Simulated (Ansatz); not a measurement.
# C: the cost of one run

Method: DFT PBEsol, plane waves, PAW, scalar-relativistic, collinear spin, in Ansatz 0.2.0.

**1. Starting point**

The cell holds 63 atoms (C63): a = 7.140 Å, b = 7.140 Å, c = 7.140 Å, α = 90.00°, β = 90.00°, γ = 90.00°.

Its coordinates follow in the input file.

**2. End point A**

input.yaml reads:

```yaml
crystal:
  lattice:
    - [7.14, 0.0, 0.0]
    - [0.0, 7.14, 0.0]
    - [0.0, 0.0, 7.14]
  atoms:
    - { symbol: C, position: [0.6293086, 0.1272324, 0.1321705], spin: 1.0 }
    - { symbol: C, position: [0.7473817, 0.2528255, -0.0027482] }
    - { symbol: C, position: [0.8707398, 0.3753731, 0.1226373] }
    - { symbol: C, position: [0.7460001, 0.0031615, 0.2466431] }
    - { symbol: C, position: [0.8787824, 0.1203799, 0.3709432] }
    - { symbol: C, position: [0.0012433, -0.0008205, 0.0002625] }
    - { symbol: C, position: [0.117071, 0.1157545, 0.1375944] }
    - { symbol: C, position: [0.252672, 0.2548028, 0.007619] }
    - { symbol: C, position: [0.3720886, 0.3803751, 0.1282322] }
    - { symbol: C, position: [0.5009007, 0.4956454, -0.0027868] }
    - { symbol: C, position: [0.6247384, 0.6247003, 0.1266332] }
    - { symbol: C, position: [0.7543124, 0.7536519, 0.0051549] }
    - { symbol: C, position: [0.8764202, 0.8757261, 0.1283633] }
    - { symbol: C, position: [0.2524627, 0.0035307, 0.2412927] }
    - { symbol: C, position: [0.3699245, 0.1264165, 0.3723333] }
    - { symbol: C, position: [0.4963704, 0.2529677, 0.2468895] }
    - { symbol: C, position: [0.6189718, 0.3740538, 0.375488] }
    - { symbol: C, position: [0.746333, 0.4972991, 0.2461963] }
    - { symbol: C, position: [0.8699004, 0.631624, 0.3834847] }
    - { symbol: C, position: [0.5070693, -0.0081033, 0.4976485] }
    - { symbol: C, position: [0.6177421, 0.1204823, 0.6287537] }
    - { symbol: C, position: [0.7497676, 0.2456156, 0.502193] }
    - { symbol: C, position: [0.8707467, 0.3728969, 0.6267726] }
    - { symbol: C, position: [0.7466243, -0.0028065, 0.752146] }
    - { symbol: C, position: [0.8759713, 0.1281356, 0.873973] }
    - { symbol: C, position: [-0.0093314, 0.5030053, -0.0037407] }
    - { symbol: C, position: [0.1223524, 0.6216531, 0.1198522] }
    - { symbol: C, position: [0.2525209, 0.751275, -0.0042282] }
    - { symbol: C, position: [0.3772317, 0.8708818, 0.120583] }
    - { symbol: C, position: [-0.0014356, 0.2493921, 0.2516577] }
    - { symbol: C, position: [0.1196786, 0.3819237, 0.373152] }
    - { symbol: C, position: [0.2403898, 0.5035965, 0.2539813] }
    - { symbol: C, position: [0.3752813, 0.6221969, 0.3721153] }
    - { symbol: C, position: [0.5046842, 0.7438305, 0.2514752] }
    - { symbol: C, position: [0.6261031, 0.8749097, 0.3759331] }
    - { symbol: C, position: [0.0056648, -0.0058951, 0.506125] }
    - { symbol: C, position: [0.1278054, 0.1144053, 0.6211548] }
    - { symbol: C, position: [0.2512917, 0.2392889, 0.500562] }
    - { symbol: C, position: [0.3731815, 0.3722047, 0.6188428] }
    - { symbol: C, position: [0.5044696, 0.5031395, 0.4980313] }
    - { symbol: C, position: [0.6236378, 0.6297746, 0.6213344] }
    - { symbol: C, position: [0.7518195, 0.7489068, 0.4950357] }
    - { symbol: C, position: [0.8805203, 0.8733227, 0.6333381] }
    - { symbol: C, position: [0.2524684, -0.0032141, 0.7477108] }
    - { symbol: C, position: [0.3758303, 0.1154502, 0.8813965] }
    - { symbol: C, position: [0.5031917, 0.2464398, 0.7493383] }
    - { symbol: C, position: [0.616257, 0.3816077, 0.8711646] }
    - { symbol: C, position: [0.7456194, 0.5027026, 0.7501603] }
    - { symbol: C, position: [0.8748432, 0.6221443, 0.8686599] }
    - { symbol: C, position: [0.0069374, 0.7470206, 0.2437416] }
    - { symbol: C, position: [0.1258584, 0.8706639, 0.3765739] }
    - { symbol: C, position: [-0.0018755, 0.5010272, 0.5019709] }
    - { symbol: C, position: [0.1298615, 0.6282664, 0.6244309] }
    - { symbol: C, position: [0.2552072, 0.7526783, 0.502944] }
    - { symbol: C, position: [0.3788804, 0.8777011, 0.63193] }
    - { symbol: C, position: [-0.0015968, 0.253268, 0.7529628] }
    - { symbol: C, position: [0.1261906, 0.382237, 0.8788161] }
    - { symbol: C, position: [0.2474658, 0.5018851, 0.7534476] }
    - { symbol: C, position: [0.3728426, 0.6281366, 0.8724079] }
    - { symbol: C, position: [0.4960386, 0.7516954, 0.748145] }
    - { symbol: C, position: [0.6205569, 0.8733724, 0.8791871] }
    - { symbol: C, position: [0.0030728, 0.7543413, 0.7525219] }
    - { symbol: C, position: [0.1309622, 0.874876, 0.879202] }
magnetization:
  spin_polarized: true
total_charge: 1
basis:
  ecutwfc: 420.0
kpoints:
  mp_grid: { grid: [2, 2, 2] }
hamiltonian:
  xc: pbesol
  pseudopotentials: { kind: paw, azcp: { folder: soft_1 } }
scf:
  occupations: { method: fermi_dirac, width: 0.05 }
  lower_state_search: "off"
relax:
  f_tol: 0.03
  max_steps: 60
  adjacent_minimum: "off"
```

Run with:

```console
ansatz run input.yaml --threads 4 --pin off --max-ram 10240MiB --backend cpu --events-out ev --progress --plain --runs-dir out
```

What time and memory should one allow on 4 threads of Arm Neoverse V2, shared host?

About 2.5 min, with a peak of 2.1 GiB.
